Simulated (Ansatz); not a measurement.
## Ni₂Ge: course of a relaxation

Theory: DFT r2SCAN, scalar-relativistic, plane waves, PAW (Ansatz 0.2.0). Run with 500 eV cutoff, 12×12×8 k-mesh, Gaussian smearing of 0.10 eV, no spin polarisation.

What was changed: relaxed at 30 GPa.

Other phases may be more stable at this pressure.

Command:

```bash
ansatz run input.yaml --threads 1 --pin off --max-ram 2560MiB --backend cpu --events-out ev --progress --plain --runs-dir out
```

Input:

```yaml
crystal:
  lattice:
    - [3.8339313061, 0.0, 0.0]
    - [-1.916965653, 3.3202819075, 0.0]
    - [0.0, 0.0, 4.814712171]
  atoms:
    - { symbol: Ni, position: [0.6666666667, 0.3333333333, 0.25] }
    - { symbol: Ni, position: [0.3333333333, 0.6666666667, 0.75] }
    - { symbol: Ni, position: [0.0, 0.0, 0.0] }
    - { symbol: Ni, position: [0.0, 0.0, 0.5] }
    - { symbol: Ge, position: [0.6666666667, 0.3333333333, 0.75] }
    - { symbol: Ge, position: [0.3333333333, 0.6666666667, 0.25] }
basis:
  ecutwfc: 500
kpoints:
  mp_grid: { grid: [12, 12, 8] }
hamiltonian:
  xc: r2scan
scf:
  occupations: { method: gaussian, width: 0.1 }
output:
  forces: true
  stress: true
  eigenvalues: true
relax:
  adjacent_minimum: "off"
  f_tol: 0.008
  max_steps: 50
  cell: { stress_tol: 0.08, p_target: 30.0 }
```

F is the free energy. Steps run on the plane waves of an earlier cell, but the last one, and at times one on the way, on a freshly chosen basis, so a repeated geometry can differ a little in energy. The relaxation lowers the enthalpy F + PV at the target pressure, so F itself can rise.

Steps:

```
step F − F(1) (eV) largest force component (eV/Å) V (Å³/atom) P (GPa)
   1         0.0000                           0.000       10.215    31.23
   2        -0.0283                           0.000       10.239    30.38
   3        -0.0412                           0.000       10.250    29.95
   4        -0.0396                           0.000       10.249    29.99
   5        -0.0399                           0.000       10.249    30.00
```

Relaxed structure:

```xyz
6
Lattice="3.8447 0.0000 0.0000 -1.9223 3.3296 0.0000 0.0000 0.0000 4.8035" Properties=species:S:1:pos:R:3 pbc="T T T"
Ni    1.9223    1.1099    1.2009
Ni    0.0000    2.2197    3.6026
Ni    0.0000    0.0000    0.0000
Ni    0.0000    0.0000    2.4018
Ge    1.9223    1.1099    3.6026
Ge    0.0000    2.2197    1.2009
```

It takes space group P6_3/mmc (No. 194, hexagonal). The conventional cell has a = 3.845 Å, b = 3.845 Å, c = 4.804 Å, α = 90.00°, β = 90.00°, γ = 120.00°. Around Ni (site symmetry -6m2) lie 5 Ge at 2.22 to 2.40 Å and 6 Ni at 2.52 Å. Ni (site symmetry -3m) is surrounded by 8 Ni at 2.40 to 2.52 Å and 6 Ge at 2.52 Å. Ge (site symmetry -6m2) is surrounded by 11 Ni at 2.22 to 2.52 Å.

The run converged. It took 6.4 min on 1 thread of Intel(R) Xeon(R) Processor @ 2.50GHz (Skylake/Cascade Lake) (shared host), peak memory 0.76 GiB.